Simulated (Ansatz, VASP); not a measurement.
**In3As3H10 (InAs wire along [100], 6 atoms a period, H-terminated): VASP beside Ansatz**

One calculation is typed for both programs; each brings its own data sets. How far apart do they land? The cell is taken from a series of runs on this material, whose earlier steps may have relaxed, scaled, displaced or heated it; both programs get it as it stands.

Program: Ansatz 0.2.0. Level of theory: plane waves, with VASP 6.6.1 beside it; single point at HSE06. Results are calculated unless marked as measured.

### Step 1. Set-up

The cell holds 16 atoms: 3 In, 10 H and 3 As. Cell: a = 13.365 Å, b = 13.365 Å, c = 6.221 Å, α = 90.0°, β = 90.0°, γ = 90.0°. Vacuum lies along a and b. The structure's axis is c.

### Step 2. VASP: single point, HSE06

With cell and atoms fixed, the geometry can't cause a difference; cores, projectors, grids and the points listed under the comparison can.

Lines of VASP's logs that name or quote its potential files are left out, and so is its time.

The run reads the wave functions of an earlier VASP run, which isn't shown here.

Contents of INCAR:

```
SYSTEM = In3As3H10
PREC = Accurate
ENCUT = 400
EDIFF = 1E-06
NELM = 100
ISMEAR = -1
SIGMA = 0.05
LREAL = .FALSE.
ALGO = Normal
LHFCALC = .TRUE.
AEXX = 0.25
GGA = PE
HFSCREEN = 0.208
LASPH = .TRUE.
NBANDS = 48
PRECFOCK = Fast
LORBIT = 11
LWAVE = .FALSE.
LCHARG = .FALSE.
ISIF = 2
```

Contents of POSCAR:

```
In3As3H10
1.0
   13.3650000000      0.0000000000      0.0000000000
    0.0000000000     13.3650000000      0.0000000000
    0.0000000000      0.0000000000      6.2210019360
In H As
3 10 3
Direct
    0.5712619710      0.5712619710      0.0349933070
    0.3111948730      0.5661732860      0.4754356500
    0.5661732860      0.3111948730      0.4754356500
    0.4017636490      0.4017636490      0.1126416450
    0.6544445510      0.6544445510      0.1537180350
    0.2746134810      0.6596944020      0.2992529430
    0.6596944020      0.2746134810      0.2992529430
    0.4989645970      0.7370742440      0.6428500080
    0.7370742440      0.4989645970      0.6428500080
    0.2388981700      0.4887312520      0.6349108780
    0.4887312520      0.2388981700      0.6349108780
    0.3816849040      0.7295712140      0.9026689560
    0.7295712140      0.3816849040      0.9026689560
    0.4586921340      0.4586921340      0.2863182400
    0.4398296600      0.6570032020      0.7617721680
    0.6570032020      0.4398296600      0.7617721680
```

Contents of KPOINTS:

```
Automatic mesh
0
Gamma
1 1 5
0 0 0
```

Potentials, in the order of the species: In_d, H and As (PBE family, release 64).

Run with:

```console
> export OMP_NUM_THREADS=3
> mpirun -np 1 vasp_std
```

Numbers of over 12 decimals in the logs are rounded to 6 here.

Log:

```text
[banner, memory and clock lines left out]
running    1 mpi-ranks, on    1 nodes
 distrk:  each k-point on    1 cores,    1 groups
 distr:  one band on    1 cores,    1 groups
 Offloading initialized ...    1 GPUs detected
 POSCAR found type information on POSCAR InH As
 POSCAR found :  3 types and      16 ions
 LDA part: xc-table for (Slater+PW92), standard interpolation
 found WAVECAR, reading the header
 POSCAR, INCAR and KPOINTS ok, starting setup
 FFT: planning ... GRIDC
 FFT: planning ... GRID_SOFT
 FFT: planning ... GRID
 reading WAVECAR
 the WAVECAR file was read successfully
 initial charge from wavefunction
 entering main loop
       N       E                     dE             d eps       ncg     rms          rms(c)
DAV:   1    -0.628071369124E+02   -0.62807E+02   -0.19789E+00   408   0.940E+00    0.726E+00
DAV:   2    -0.628348265183E+02   -0.27690E-01   -0.17729E-01   360   0.197E+00    0.592E+00
DAV:   3    -0.628335538796E+02    0.12726E-02   -0.16179E-02   456   0.737E-01    0.501E+00
DAV:   4    -0.628325264437E+02    0.10274E-02   -0.11598E-03   448   0.216E-01    0.311E+00
DAV:   5    -0.628322249567E+02    0.30149E-03   -0.34769E-04   368   0.904E-02    0.189E+00
DAV:   6    -0.628321466237E+02    0.78333E-04   -0.85503E-05   392   0.470E-02    0.114E+00
DAV:   7    -0.628321276208E+02    0.19003E-04   -0.18493E-05   368   0.231E-02    0.687E-01
DAV:   8    -0.628321285850E+02   -0.96429E-06   -0.59401E-06   336   0.129E-02
   1 F= -.62832129E+02 E0= -.62832129E+02  d E =-.778427E-10
```

Parts of OUTCAR (step 2):

```text
ion  position               nearest neighbor table
   1  0.571  0.571  0.035-   5 1.74  14 2.64  15 2.70  16 2.70
   2  0.311  0.566  0.475-  10 1.73   6 1.73  14 2.71  15 2.76
   3  0.566  0.311  0.475-  11 1.73   7 1.73  14 2.71  16 2.76
   4  0.402  0.402  0.113-  14 1.52
   5  0.654  0.654  0.154-   1 1.74
   6  0.275  0.660  0.299-   2 1.73
   7  0.660  0.275  0.299-   3 1.73
   8  0.499  0.737  0.643-  15 1.52
   9  0.737  0.499  0.643-  16 1.52
  10  0.239  0.489  0.635-   2 1.73
  11  0.489  0.239  0.635-   3 1.73
  12  0.382  0.730  0.903-  15 1.52
  13  0.730  0.382  0.903-  16 1.52
  14  0.459  0.459  0.286-   4 1.52   1 2.64   3 2.71   2 2.71
  15  0.440  0.657  0.762-  12 1.52   8 1.52   1 2.70   2 2.76
  16  0.657  0.440  0.762-  13 1.52   9 1.52   1 2.70   3 2.76

  LATTYP: Found a simple tetragonal cell.
 ALAT       =    13.3650000000
 C/A-ratio  =     0.4654696548

 Subroutine GETGRP returns: Found  2 space group operations
 (whereof  2 operations were pure point group operations)

The static configuration has the point symmetry C_1h.

 Found      3 irreducible k-points:

   k-points           NKPTS =      3   k-points in BZ     NKDIM =      5   number of bands    NBANDS=     48

   dimension x,y,z NGX =    90 NGY =   90 NGZ =   42
   dimension x,y,z NGXF=   180 NGYF=  180 NGZF=   84

   ENCUT  =  400.0 eV  29.40 Ry    5.42 a.u.  21.79 21.79 10.14*2*pi/ulx,y,z

   NELECT =      64.0000    total number of electrons

 k-points in reciprocal lattice and weights: Automatic mesh
   0.00000000  0.00000000  0.00000000       0.200
   0.00000000  0.00000000  0.20000000       0.400
   0.00000000  0.00000000  0.40000000       0.400

  exchange ACFDT corr.  =         0.00000000  see jH, gK, PRB 81, 115126

 average (electrostatic) potential at core
       1 -98.0136       2 -97.6732       3 -97.6732       4 -36.5322       5 -35.0516
       6 -34.7945       7 -34.7945       8 -36.7950       9 -36.7950      10 -34.7774
      11 -34.7774      12 -36.8168      13 -36.8168      14 -53.5580      15 -54.0498
      16 -54.0498

 E-fermi :  -3.9710

 k-point     1 :       0.0000    0.0000    0.0000
  band No.  band energies     occupation
    ...
     28      -6.3794      2.00000
     29      -5.7956      2.00000
     30      -5.7003      2.00000
     31      -5.2592      2.00000
     32      -5.1565      2.00000
     33      -0.2301      0.00000
     34      -0.0768      0.00000
     35       0.0037      0.00000
     36       0.1944      0.00000
     37       0.6040      0.00000
    ...

 k-point     2 :       0.0000    0.0000    0.2000
  band No.  band energies     occupation
    ...
     28      -6.3831      2.00000
     29      -5.7467      2.00000
     30      -5.7105      2.00000
     31      -5.2627      2.00000
     32      -5.1872      2.00000
     33      -0.2632      0.00000
     34      -0.1611      0.00000
     35      -0.0531      0.00000
     36       0.2920      0.00000
     37       0.7649      0.00000
    ...

 k-point     3 :       0.0000    0.0000    0.4000
  band No.  band energies     occupation
    ...
     28      -6.3831      2.00000
     29      -5.7106      2.00000
     30      -5.6832      2.00000
     31      -5.2605      2.00000
     32      -5.2480      2.00000
     33      -0.4729      0.00000
     34      -0.1945      0.00000
     35       0.0429      0.00000
     36       0.6754      0.00000
     37       0.9917      0.00000
    ...

  Total       -2.5869564     -2.5869564     -2.3735941     -0.0430557      0.1280446      0.1280523
  in kB       -3.7299364     -3.7299364     -3.4223054     -0.0620788      0.1846178      0.1846289
  external PRESSURE =      -3.6273927 kB  Pullay stress =       0.0000000 kB

  energy-cutoff  :      400.00
  volume of cell :     1111.22
      direct lattice vectors                 reciprocal lattice vectors
    13.365000000  0.000000000  0.000000000     0.074822297  0.000000000  0.000000000
     0.000000000 13.365000000  0.000000000     0.000000000  0.074822297  0.000000000
     0.000000000  0.000000000  6.221001936     0.000000000  0.000000000  0.160745811

 POSITION                                       TOTAL-FORCE (eV/Angst)
 -----------------------------------------------------------------------------------
      7.63492      7.63492      0.21769        -0.041296     -0.041296     -0.014368
      4.15912      7.56691      2.95769         0.084915     -0.018910      0.023336
      7.56691      4.15912      2.95769        -0.018910      0.084915      0.023336
      5.36957      5.36957      0.70074         0.099841      0.099841      0.153518
      8.74665      8.74665      0.95628        -0.111199     -0.111199     -0.071027
      3.67021      8.81682      1.86165         0.027384     -0.088788      0.079825
      8.81682      3.67021      1.86165        -0.088788      0.027384      0.079825
      6.66866      9.85100      3.99917        -0.099577     -0.186991      0.106155
      9.85100      6.66866      3.99917        -0.186991     -0.099577      0.106155
      3.19287      6.53189      3.94978         0.073027      0.085338     -0.088887
      6.53189      3.19287      3.94978         0.085338      0.073027     -0.088887
      5.10122      9.75072      5.61551         0.097251     -0.164906     -0.124193
      9.75072      5.10122      5.61551        -0.164906      0.097251     -0.124193
      6.13042      6.13042      1.78119        -0.035392     -0.035392     -0.157336
      5.87832      8.78085      4.73899         0.035761      0.243543      0.048371
      8.78085      5.87832      4.73899         0.243543      0.035761      0.048371
 -----------------------------------------------------------------------------------
    total drift:                               -0.042718     -0.042768     -0.004548

  FREE ENERGIE OF THE ION-ELECTRON SYSTEM (eV)
  ---------------------------------------------------
  free  energy   TOTEN  =       -62.8321285850 eV

  energy  without entropy=      -62.8321285850  energy(sigma->0) =      -62.83212859

 total charge
# of ion       s       p       d       tot
------------------------------------------
    1        0.856   0.780   9.893  11.529
    2        0.873   0.813   9.893  11.578
    3        0.873   0.813   9.893  11.578
    4        0.529   0.017   0.000   0.547
    5        0.510   0.007   0.000   0.517
    6        0.515   0.007   0.000   0.522
    7        0.515   0.007   0.000   0.522
    8        0.535   0.017   0.000   0.552
    9        0.535   0.017   0.000   0.552
   10        0.514   0.007   0.000   0.521
   11        0.514   0.007   0.000   0.521
   12        0.533   0.017   0.000   0.550
   13        0.533   0.017   0.000   0.550
   14        1.213   1.636   0.036   2.886
   15        1.214   1.654   0.056   2.923
   16        1.214   1.654   0.056   2.923
--------------------------------------------------
tot         11.474   7.471  29.826  48.770
```

(Part 1 of 2 ends here.)

[Lines on the potential files, build, host, timing and source positions are cut from VASP's logs without a mark.]

[Logs are printed without paths, hosts, clocks, repeated set-up lines and the standing remarks that a program may print on its own settings, such as how far it seeks lower states.]

[Hosts, paths, dates, database ids (printed as entryN), source tags and the programs' standing remarks are cut or masked in the printed files.]
